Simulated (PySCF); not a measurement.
# Sn (P-1) in PySCF: convergence with density cutoff

Aim: find how far density cutoff must go before the results for Sn settle, at PBE. This setting moves, with any that are tied to it; all else stays.

Everything below comes from runs of PySCF 2.14.0. Logs are shortened: lines on timing, memory, paths and dates and some standing lists are left out, and cuts for length are marked.

**1. The cell of the first run**

The typed cell holds 2 atoms: a = 4.455 Å, b = 4.455 Å, c = 4.455 Å, α = 97.40°, β = 97.40°, γ = 137.92°.

The cell isn't the ideal one: atoms moved at random.

**2. With density cutoff 8 Ha**

File run.py:

```python
import json
import numpy as np
from pyscf.pbc import gto, scf, dft, df

cell = gto.Cell()
cell.basis = 'DZVP-MOLOPT-SR-GTH-q4'
cell.pseudo = 'GTH-PBE-q4'
cell.fromfile('Sn.xyz')
cell.ke_cutoff = 8  # hartree
cell.exp_to_discard = 0.02
cell.precision = 1e-08
cell.max_memory = 2940  # MB
cell.verbose = 4
cell.build()

res = {}
kpts = cell.make_kpts([5, 5, 3])
mf = dft.KRKS(cell, kpts, xc='pbe')
mf = mf.multigrid_numint()
mf = mf.smearing(sigma=0.00183747, method='fermi')  # hartree
mf.conv_tol = 1e-07
mf.max_cycle = 60

mf.kernel()
res.update(converged=bool(mf.converged), e_tot=mf.e_tot, nelec=cell.nelectron, nao=cell.nao, mesh=list(map(int, cell.mesh)), a=cell.lattice_vectors().tolist(), coords=cell.atom_coords().tolist(),
           mo_energy=[np.real(x).tolist() for x in mf.mo_energy], mo_occ=[np.real(x).tolist() for x in mf.mo_occ])
res.update(e_free=mf.e_free, e_zero=mf.e_zero)
res.update(kpts=cell.get_scaled_kpts(kpts).tolist())
res['parts'] = {k: float(np.real(v)) for k, v in mf.scf_summary.items() if np.isscalar(v)}
json.dump(res, open('results.json', 'w'))
if not mf.converged:
    raise SystemExit('SCF not converged')

print('levels (eV)')
for i, kp in enumerate(res['kpts'][:40]):
    print('k %7.4f %7.4f %7.4f  ' % tuple(kp), ' '.join('%.3f' % (x * 27.211386) for x in res['mo_energy'][i][:9]))

# Mulliken populations
dm, s = np.asarray(mf.make_rdm1()), np.asarray(mf.get_ovlp())
sites = cell.aoslice_by_atom()[:, 2:]
tot = np.einsum('kij,kji->i', dm, s).real / len(kpts)
res['mulliken'] = [cell.atom_charge(i) - tot[a0:a1].sum() for i, (a0, a1) in enumerate(sites)]
print('Mulliken charges', np.round(res['mulliken'], 5))
res['meta_lowdin'] = mf.mulliken_meta()[1].tolist()

mf._numint = dft.numint.KNumInt()  # the gradient code works on the uniform mesh
g = mf.nuc_grad_method()
de = g.kernel()
res['gradient'] = de.tolist()
json.dump(res, open('results.json', 'w'))
cell.verbose = 3
sigma = g.get_stress()
print('stress (hartree/bohr^3)\n', sigma)
res['stress'] = sigma.tolist()
res['done'] = True
json.dump(res, open('results.json', 'w'))
```

File Sn.xyz:

```xyz
2
Lattice="-2.9401404553 2.9401404553 1.5993019889 2.9401404553 -2.9401404553 1.5993019889 2.9401404553 2.9401404553 -1.5993019889" Properties=species:S:1:pos:R:3 pbc="T T T"
Sn    -0.0708515047     -0.0014935914      0.0234105825
Sn    -0.0163883429      2.9512659468      0.7910019693
```

Potentials or basis: DZVP-MOLOPT-SR/GTH-PBE (potentials made for PBE).

Launch:

```
$ OMP_NUM_THREADS=2 python -u run.py > log
```

Wall time 2.5 min (2 threads of Intel Xeon at 2.50GHz (Skylake/Cascade Lake), shared host); peak memory 3.1 GiB.

Results:

* Free energy: -189.8298 eV
* Pressure: 3.4 GPa
* Largest force: 0.176 eV/Å
* Band gap on the k mesh: none (metal or under the smearing width)

**3. With density cutoff 12 Ha**

Edit run.py of step 2 so:

```diff
@@ -8,3 +8,3 @@
 cell.fromfile('Sn.xyz')
-cell.ke_cutoff = 8  # hartree
+cell.ke_cutoff = 12  # hartree
 cell.exp_to_discard = 0.02
```

Sn.xyz is that of step 2.

Potentials or basis: DZVP-MOLOPT-SR/GTH-PBE (potentials made for PBE).

Launch:

```
$ OMP_NUM_THREADS=2 python -u run.py > log
```

Wall time 3.5 min (2 threads of Intel Xeon at 2.50GHz (Skylake/Cascade Lake), shared host); peak memory 4.7 GiB.

What came out:

```
Free energy            : -189.8330 eV
Pressure               : 3.3 GPa
Largest force          : 0.186 eV/Å
Band gap on the k mesh : none (metal or under the smearing width)
```

**4. With density cutoff 18 Ha**

Edit run.py of step 3 so:

```diff
@@ -8,3 +8,3 @@
 cell.fromfile('Sn.xyz')
-cell.ke_cutoff = 12  # hartree
+cell.ke_cutoff = 18  # hartree
 cell.exp_to_discard = 0.02
```

Sn.xyz is that of step 3.

Launch:

```
$ OMP_NUM_THREADS=2 python -u run.py > log
```

Run time: 5.6 min. Hardware: 2 threads of Intel Xeon at 2.50GHz (Skylake/Cascade Lake), shared host; peak memory 8.8 GiB.

Results:

```
Free energy            : -189.8331 eV
Pressure               : 3.3 GPa
Largest force          : 0.196 eV/Å
Band gap on the k mesh : none (metal or under the smearing width)
```

**5. With density cutoff 25 Ha**

Edit run.py of step 4 so:

```diff
@@ -8,3 +8,3 @@
 cell.fromfile('Sn.xyz')
-cell.ke_cutoff = 18  # hartree
+cell.ke_cutoff = 25  # hartree
 cell.exp_to_discard = 0.02
```

Sn.xyz is that of step 4.

Launch:

```
$ OMP_NUM_THREADS=2 python -u run.py > log
```

Wall time 7.2 min (2 threads of Intel Xeon at 2.50GHz (Skylake/Cascade Lake), shared host); peak memory 8.8 GiB.

Results:

```yaml
Free_energy: -189.8333 eV
Pressure: 3.3 GPa
Largest_force: 0.189 eV/Å
Band_gap_on_the_k_mesh: none (metal or under the smearing width)
```

**6. With density cutoff 32 Ha**

Edit run.py of step 5 so:

```diff
@@ -8,3 +8,3 @@
 cell.fromfile('Sn.xyz')
-cell.ke_cutoff = 25  # hartree
+cell.ke_cutoff = 32  # hartree
 cell.exp_to_discard = 0.02
```

Sn.xyz is that of step 5.

Potentials or basis: DZVP-MOLOPT-SR/GTH-PBE (potentials made for PBE).

Launch:

```
$ OMP_NUM_THREADS=2 python -u run.py > log
```

Wall time 9.2 min (2 threads of Intel Xeon at 2.50GHz (Skylake/Cascade Lake), shared host); peak memory 8.8 GiB.

It converged, with:

| Property | Result |
| --- | --- |
| Free energy | -189.8333 eV |
| Pressure | 3.3 GPa |
| Largest force | 0.190 eV/Å |
| Band gap on the k mesh | none (metal or under the smearing width) |

**7. With density cutoff 40 Ha**

Edit run.py of step 6 so:

```diff
@@ -8,3 +8,3 @@
 cell.fromfile('Sn.xyz')
-cell.ke_cutoff = 32  # hartree
+cell.ke_cutoff = 40  # hartree
 cell.exp_to_discard = 0.02
```

Sn.xyz is that of step 6.

Potentials or basis: DZVP-MOLOPT-SR/GTH-PBE (potentials made for PBE).

Launch:

```
$ OMP_NUM_THREADS=2 python -u run.py > log
```

The program printed:

```text
Discarded 0 diffused primitive functions, 0 contracted functions

******** <class 'pyscf.pbc.scf.smearing.SmearingKRKS'> ********
method = SmearingKRKS
initial guess = minao
damping factor = 0
level_shift factor = 0
DIIS = <class 'pyscf.scf.diis.CDIIS'>
diis_start_cycle = 1
diis_space = 8
diis_damp = 0
SCF conv_tol = 1e-07
SCF conv_tol_grad = None
SCF max_cycles = 60
direct_scf = True
direct_scf_tol = 1e-13

******** PBC SCF flags ********
N kpts = 75
Exchange divergence treatment (exxdiv) = ewald
    madelung (= occupied orbital energy shift) = 0.08836064043572495
    Total energy shift due to Ewald probe charge = -1/2 * Nelec*madelung = -0.353442561743
Smearing method = fermi
DF object = <pyscf.pbc.df.fft.FFTDF object>
XC functionals = pbe
small_rho_cutoff = 0
Uniform grid, mesh = [25 25 25]
Set gradient conv threshold to 0.000316228
nelec by numeric integration = 7.999999994822671
init E= -6.893675578495
    sigma = 0.00183747  Optimized mu = 0.237002469389  entropy = 0.197545314393
nelec by numeric integration = 8.000000000000016
    Total E(T) = -6.97578049716979  Free energy = -6.97614348075863  E0 = -6.97596198896421
cycle= 1 E= -6.97578049716979  delta_E= -0.0821  |g|= 0.086  |ddm|= 17.8
    sigma = 0.00183747  Optimized mu = 0.230839814925  entropy = 0.201577773929
nelec by numeric integration = 8.000000000000016
    Total E(T) = -6.97586478773812  Free energy = -6.97623518085038  E0 = -6.97604998429425
cycle= 2 E= -6.97586478773812  delta_E= -8.43e-05  |g|= 0.0253  |ddm|= 0.68
    sigma = 0.00183747  Optimized mu = 0.231001553031  entropy = 0.200584448632
nelec by numeric integration = 8.00000000000001
    Total E(T) = -6.97587086574637  Free energy = -6.9762394336532  E0 = -6.97605514969979
cycle= 3 E= -6.97587086574637  delta_E= -6.08e-06  |g|= 0.0168  |ddm|= 0.154
    sigma = 0.00183747  Optimized mu = 0.23104694921  entropy = 0.201168572728
nelec by numeric integration = 8.00000000000001
    Total E(T) = -6.97587292951606  Free energy = -6.97624257073339  E0 = -6.97605775012472
cycle= 4 E= -6.97587292951606  delta_E= -2.06e-06  |g|= 0.000454  |ddm|= 0.059
    sigma = 0.00183747  Optimized mu = 0.231046584879  entropy = 0.201117289382
nelec by numeric integration = 8.000000000000014
    Total E(T) = -6.97587302628334  Free energy = -6.97624257326906  E0 = -6.9760577997762
cycle= 5 E= -6.97587302628334  delta_E= -9.68e-08  |g|= 0.000216  |ddm|= 0.00289
    sigma = 0.00183747  Optimized mu = 0.231047464758  entropy = 0.201117989365
nelec by numeric integration = 8.000000000000012
    Total E(T) = -6.97587302498161  Free energy = -6.97624257325353  E0 = -6.97605779911757
Extra cycle  E= -6.97587302498161  delta_E= 1.3e-09  |g|= 0.00022  |ddm|= 0.00174
converged SCF energy = -6.97587302498161
levels (eV)
k  0.0000  0.0000  0.0000   -4.672 2.592 4.359 4.379 9.290 12.758 12.822 13.227 13.386
k -0.0000  0.0000  0.3333   -3.719 -0.846 5.486 6.540 8.706 9.658 12.963 13.140 13.935
k -0.0000  0.0000  0.6667   -3.719 -0.846 5.486 6.540 8.706 9.658 12.963 13.140 13.935
k -0.0000  0.2000  0.0000   -3.914 2.125 4.426 6.280 8.572 9.479 10.755 11.262 12.207
k -0.0000  0.2000  0.3333   -2.379 -1.228 5.393 6.531 7.960 8.747 9.831 10.885 16.423
k  0.0000  0.2000  0.6667   -3.531 0.869 4.423 7.361 7.979 9.193 10.024 11.992 12.724
[... 32 lines left out ...]
k  0.4000  0.4000  0.6667   -0.861 -0.704 2.279 2.373 6.183 12.414 14.713 14.806 18.672
k  0.4000  0.6000 -0.0000   -3.294 -1.561 5.974 7.031 7.933 8.916 12.903 13.012 15.483
Mulliken charges [ 0.00002 -0.00002]
 ** Mulliken pop on meta-lowdin orthogonal AOs **
 ** Mulliken pop  **
pop of  0 Sn 5s           1.62799
pop of  0 Sn 6s           0.00108
pop of  0 Sn 5px          0.79543
pop of  0 Sn 5py          0.79673
pop of  0 Sn 5pz          0.74876
pop of  0 Sn 6px          0.00188
pop of  0 Sn 6py          0.00178
pop of  0 Sn 6pz          0.00171
pop of  0 Sn 5dxy         0.00500
pop of  0 Sn 5dyz         0.00507
pop of  0 Sn 5dz^2        0.00450
pop of  0 Sn 5dxz         0.00516
pop of  0 Sn 5dx2-y2      0.00491
pop of  1 Sn 5s           1.62799
pop of  1 Sn 6s           0.00108
pop of  1 Sn 5px          0.79543
pop of  1 Sn 5py          0.79673
pop of  1 Sn 5pz          0.74876
pop of  1 Sn 6px          0.00188
pop of  1 Sn 6py          0.00178
pop of  1 Sn 6pz          0.00171
pop of  1 Sn 5dxy         0.00500
pop of  1 Sn 5dyz         0.00507
pop of  1 Sn 5dz^2        0.00450
pop of  1 Sn 5dxz         0.00516
pop of  1 Sn 5dx2-y2      0.00491
 ** Mulliken atomic charges  **
charge of    0Sn =      0.00000
charge of    1Sn =     -0.00000

******** <class 'pyscf.pbc.grad.krks.Gradients'> for <class 'pyscf.pbc.scf.smearing.SmearingKRKS'> ********
unit = Eh/Bohr
grid_response = False
--------------- SmearingKRKS gradients ---------------
         x                y                z
0 Sn    -0.0034162615    -0.0014389563     0.0000740502
1 Sn     0.0034064822     0.0014338087    -0.0000757804
----------------------------------------------
stress (hartree/bohr^3)
 [[-0.000164 -0.000075  0.000012]
 [-0.000075 -0.000164  0.000021]
 [ 0.000012  0.000021 -0.000007]]
```

Run time: 11 min. Hardware: 2 threads of Intel Xeon at 2.50GHz (Skylake/Cascade Lake), shared host; peak memory 8.8 GiB.

What came out:

```
Free energy            : -189.8332 eV
Pressure               : 3.3 GPa
Largest force          : 0.191 eV/Å
Band gap on the k mesh : none (metal or under the smearing width)
```

**8. With density cutoff 50 Ha**

Edit run.py of step 7 so:

```diff
@@ -8,3 +8,3 @@
 cell.fromfile('Sn.xyz')
-cell.ke_cutoff = 40  # hartree
+cell.ke_cutoff = 50  # hartree
 cell.exp_to_discard = 0.02
```

Sn.xyz is that of step 7.

Launch:

```
$ OMP_NUM_THREADS=2 python -u run.py > log
```

Run time: 13 min. Hardware: 2 threads of Intel Xeon at 2.50GHz (Skylake/Cascade Lake), shared host.

The calculation hadn't finished when its time ran out.

**9. With density cutoff 62 Ha**

Edit run.py of step 8 so:

```diff
@@ -8,3 +8,3 @@
 cell.fromfile('Sn.xyz')
-cell.ke_cutoff = 50  # hartree
+cell.ke_cutoff = 62  # hartree
 cell.exp_to_discard = 0.02
```

Sn.xyz is that of step 8.

Potentials or basis: DZVP-MOLOPT-SR/GTH-PBE (potentials made for PBE).

Launch:

```
$ OMP_NUM_THREADS=2 python -u run.py > log
```

It took 13 min on 2 threads of Intel Xeon at 2.50GHz (Skylake/Cascade Lake), shared host.

The run was cut off at its time limit.

**10. With density cutoff 75 Ha**

Edit run.py of step 9 so:

```diff
@@ -8,3 +8,3 @@
 cell.fromfile('Sn.xyz')
-cell.ke_cutoff = 62  # hartree
+cell.ke_cutoff = 75  # hartree
 cell.exp_to_discard = 0.02
```

Sn.xyz is that of step 9.

Launch:

```
$ OMP_NUM_THREADS=2 python -u run.py > log
```

Wall time 10 min (2 threads of Intel Xeon at 2.50GHz (Skylake/Cascade Lake), shared host).

The calculation hadn't finished when its time ran out.

**11. The series at a glance**

```csv
density cutoff,"energy less the tightest run, at zero smearing (meV/atom)",pressure (GPa),largest force (eV/Å),SCF cycles,CPU time (s),peak memory (GiB)
8 Ha,1.71,3.38,0.176,5,250,3.1
12 Ha,0.13,3.30,0.186,5,350,4.7
18 Ha,0.09,3.28,0.196,5,590,8.8
25 Ha,-0.06,3.28,0.189,5,740,8.8
32 Ha,-0.04,3.29,0.190,5,960,8.8
40 Ha,0.00,3.29,0.191,5,1200,8.8
50 Ha,timed out after 750 s,-,-,-,-,-
62 Ha,timed out after 750 s,-,-,-,-,-
75 Ha,timed out after 600 s,-,-,-,-,-
```

Against the tightest run, the energy stays within 1 meV/atom from 12 Ha on; the pressure stays within 0.1 GPa from 8 Ha on; the largest force stays within 0.005 eV/Å from 25 Ha on. The tightest run that finished is the yardstick and may itself not be fully converged.

Caveats: all runs use coarse meshes; the basis of atomic orbitals isn't converged, which shifts pressures, moduli and gaps.
